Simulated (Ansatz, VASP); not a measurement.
**Al2Cu in VASP and in Ansatz**

The input INCAR:

```
ALGO = Fast
EDIFF = 1E-6
ENCUT = 520
GGA = PS
ISIF = 2
ISMEAR = 0
LASPH = T
LCHARG = F
LREAL = F
LWAVE = F
NBANDS = 16
NELM = 80
PREC = Accurate
SIGMA = 0.15
```

KPOINTS

```
k-points
0
Gamma
  10 10 14
```

Contents of POSCAR:

```
Al2Cu
1.0
    4.0842078946      0.0000000000      0.0000000000
    0.0000000000      4.0842078946      0.0000000000
    0.0000000000      0.0000000000      2.8458943809
Al Cu
2 1
Direct
    0.5024873978      0.0000000000      0.5000000000
   -0.0363105904      0.5000000000      0.5000000000
    0.0143612780      0.0000000000      0.0000000000
```

Input for Ansatz:

```yaml
crystal:
  lattice:
    - [4.0842078946, 0.0, 0.0]
    - [0.0, 4.0842078946, 0.0]
    - [0.0, 0.0, 2.8458943809]
  atoms:
    - { symbol: Al, position: [0.5024873978, 0.0, 0.5] }
    - { symbol: Al, position: [-0.0363105904, 0.5, 0.5] }
    - { symbol: Cu, position: [0.014361278, 0.0, 0.0] }
basis:
  ecutwfc: 520.0
kpoints:
  mp_grid: { grid: [10, 10, 14] }
hamiltonian:
  xc: pbesol
  pseudopotentials: { kind: paw, azcp: { folder: soft_1 } }
scf:
  occupations: { method: gaussian, width: 0.15 }
output:
  forces: true
  stress: true
  eigenvalues: true
  write_density: true
  write_potential: true
  elf: true
  volumetric_format: npy
```

Change from the starting cell: mode 4 frozen in at -0.148 Å, strain +e along z and -e/2 along x and y +0.0000.

Alike in both runs: task single point; functional PBEsol; k mesh 10 × 10 × 14; occupations gaussian, width 0.15 eV; no spin polarisation.

|  | VASP | Ansatz |
| --- | --- | --- |
| version | VASP 6.6.1 | Ansatz 0.2.0 |
| potentials or method | VASP PAW PBE potentials, release 64 (Al, Cu) | scalar-relativistic, plane waves, PAW |
| plane-wave cutoff (eV) | 520 | 520 |
| valence electrons in the cell | 17 | 25 |

|  | VASP | Ansatz | Ansatz less VASP |
| --- | --- | --- | --- |
| gap on the k mesh at the Fermi level (eV) | none | none | - |
| pressure (GPa) | 0.5 | 0.4 | -0.17 |
| largest component of the traceless stress (GPa) | 0.45 | 0.46 | +0.007 |
| rms of the force components (eV/Å) | 0.154 | 0.156 | +0.0012 |

Atom by atom the forces differ by 0.001 eV/Å (rms over components). A gap of «none» marks a metal or a gap that the smearing closes. The two sets of potentials don't hold the same shells in valence. Ansatz warned: «pseudo_functional_mismatch».

Caveats: the PAW data sets were made with another functional, which shifts forces and pressure a little (VASP).
